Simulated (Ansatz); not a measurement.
## MoS2: equation of state with PBEsol

The system is MoS2, a slab with vacuum.

```
Mo S
1.0
     3.18413    0.00000    0.00000
    -1.59206    2.75753    0.00000
     0.00000    0.00000   17.33460
Mo S
1 2
Direct
  0.00000 0.00000 0.00000
  0.33333 0.66667 0.91051
  0.33333 0.66667 0.08949
```

- Program: Ansatz 0.2.0
- Task: equation of state
- Functional: PBEsol
- Potentials or basis: all-electron LAPW, scalar-relativistic
- Basis error allowed: 0.002 eV/atom
- k mesh: 10 × 10 × 2
- Occupations: fermi-dirac, width 0.05 eV
- Spin: no spin polarisation

| Item | Value |
| --- | --- |
| Equilibrium volume | 49.63 Å³/atom |
| Bulk modulus at fixed shape and positions | 55 GPa |
| Pressure derivative of the bulk modulus | 4.4 |

Energy against volume, from the lowest point:
```
volume (Å³/atom)  energy (meV/atom)
          47.690              13.92
          48.705               3.03
          49.720               0.00
          50.735               4.00
          51.749              14.31
          52.764              30.26
          53.779              51.26
```

All runs of the series together: 3.7 min on 2 threads of Arm Neoverse V1 (shared host).

Caveat: the cell was scaled at fixed shape and fractional positions, which overstates the stiffness of a crystal with free parameters, most of all of layers and chains.
